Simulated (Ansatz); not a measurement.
InAs:

```xyz
2
Lattice="0.0000 3.0180 3.0180 3.0180 0.0000 3.0180 3.0180 3.0180 0.0000" Properties=species:S:1:pos:R:3 pbc="T T T"
In    0.0000    0.0000    0.0000
As    4.5270    4.5270    4.5270
```

```yaml
Program: Ansatz 0.2.0
Task: relaxation of cell and atoms
Functional: RPBE
Potentials_or_basis: Ansatz PAW
Cutoff: "420 eV (not typed: the program's choice for these potentials)"
k_mesh: 8 × 8 × 8
Occupations: fermi-dirac, width 0.05 eV
Spin: no spin polarisation
```

At the start: volume 27.49 Å³/atom.

Q: Where does the relaxation end?

A: It ends after 5 steps and the volume is 30.59 Å³/atom (+11.3 %); space group F-43m (No. 216, to 0.05 Å).

The path:
```
step  energy change (eV)  largest force (eV/Å)  volume (Å³)
   1              0.0000                0.0000        54.98
   2             -0.0985                0.0000        62.82
   3             -0.1041                0.0000        61.50
   4             -0.1044                0.0000        61.19
   5             -0.1057                0.0000        61.19
```

Final structure:
```
In As
1.0
     0.00000    3.12761    3.12761
     3.12761    0.00000    3.12761
     3.12761    3.12761    0.00000
In As
1 1
Direct
  0.00000 0.00000 0.00000
  0.75000 0.75000 0.75000
```

Caveat: the plane-wave basis is chosen anew once the cell has moved, so the energies of steps on either side of that aren't comparable; the volume moved by +11 % from the deposited cell, more than functionals usually miss; the PAW data sets come from PBE, with cores solved anew for the run's functional, which leaves a small shift of forces and pressure.
